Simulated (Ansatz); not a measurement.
## FeSi in Ansatz: the effect of strain

The system is FeSi.

```
Fe Si
1.0
     4.55070    0.00000    0.00000
     0.00000    4.55070    0.00000
     0.00000    0.00000    4.50519
Fe Si
4 4
Direct
  0.86348 0.63652 0.36348
  0.63652 0.36348 0.86348
  0.36348 0.86348 0.63652
  0.13652 0.13652 0.13652
  0.15760 0.34240 0.65760
  0.34240 0.65760 0.15760
  0.65760 0.15760 0.34240
  0.84240 0.84240 0.84240
```

Alike in all runs:

```yaml
Program: Ansatz 0.2.0
Task: single point
Functional: PBEsol
Potentials_or_basis: Ansatz PAW
Cutoff: "420 eV (not typed: the program's choice for these potentials)"
k_mesh: 5 × 5 × 5
Occupations: fermi-dirac, width 0.05 eV
Spin: collinear spin, ferromagnetic start
Starting_moments: "[3.0, 3.0, 3.0, 3.0, 0.0, 0.0, 0.0, 0.0] μB"
Kind_of_strain: uniaxial
```

```csv
strain,pressure (GPa),moment (μB),largest force (eV/Å)
-0.01,-15.7,3.21,0.08
0,-17.0,3.50,0.09
0.01,-18.3,3.67,0.12
0.02,-19.6,3.78,0.16
0.04,?,?,?
```

What does the run with strain 0.04 give?

Pressure -21.9 GPa; moment 3.92 μB; largest force 0.24 eV/Å.

Worked out: A straight line through the other rows of the pressure, of slope -130 GPa per unit of strain, extrapolates to -22.2 GPa, against the run's -21.9. A parabola through the other rows of the moment, of slope -12.7 μB per unit of strain there, extrapolates to 3.70 μB, against the run's 3.92. The fit is too stiff a form for this range. A parabola through the other rows of the largest force, of slope 7.95 eV/Å per unit of strain there, extrapolates to 0.29 eV/Å, against the run's 0.24. The fit is too stiff a form for this range.

Caveats: the PAW data sets come from PBE, with cores solved anew for the run's functional, which leaves a small shift of forces and pressure.
